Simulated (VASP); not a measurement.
# AlFe: self-consistent run, by LSFBXC

AlFe, Pm-3m (no. 221), 2 atoms in the cell. PBE; PAW potentials Fe, Al (PBE set).

| LSFBXC | Pressure (GPa) | Gap on the mesh (eV) | Time (s) |
|---|---|---|---|
| default | -5.89 | 0.000 | 197 |
| .True. | -7.01 | 0.000 | 411 |

## Input of the first row

INCAR:
```
SYSTEM = AlFe
ALGO = Normal ; EDIFF = 1E-6
ENCUT = 520 ; ISIF = 2
ISMEAR = 1 ; ISYM = -1
LASPH = .True. ; LCHARG = .False.
LMAXMIX = 4 ; LNONCOLLINEAR = .True.
LORBIT = 11 ; LREAL = .False.
LWAVE = .False. ; MAGMOM = -1.095 0.453 -0.919 0 0 0
NELM = 200 ; PREC = Accurate
SIGMA = 0.1
```

KPOINTS:
```
k-points
0
Gamma
  7 7 7
```

POSCAR:
```
AlFe
1.0
    2.9100000000      0.0000000000      0.0000000000
    0.0000000000      2.9100000000      0.0000000000
    0.0000000000      0.0000000000      2.9100000000
Fe Al
1 1
Direct
    0.5000000000      0.5000000000      0.5000000000
    0.0000000000      0.0000000000      0.0000000000
```

Commands:
```
cat potpaw_PBE.64/Fe/POTCAR potpaw_PBE.64/Al/POTCAR > POTCAR
mpirun -np 1 vasp_ncl > vasp.out
```

Changes of the last row against the first:
```
+ LSFBXC = True
```

VASP 6.6.1 took 197 s on 1 core (Intel Xeon 6975P-C (Granite Rapids)), a shared host.
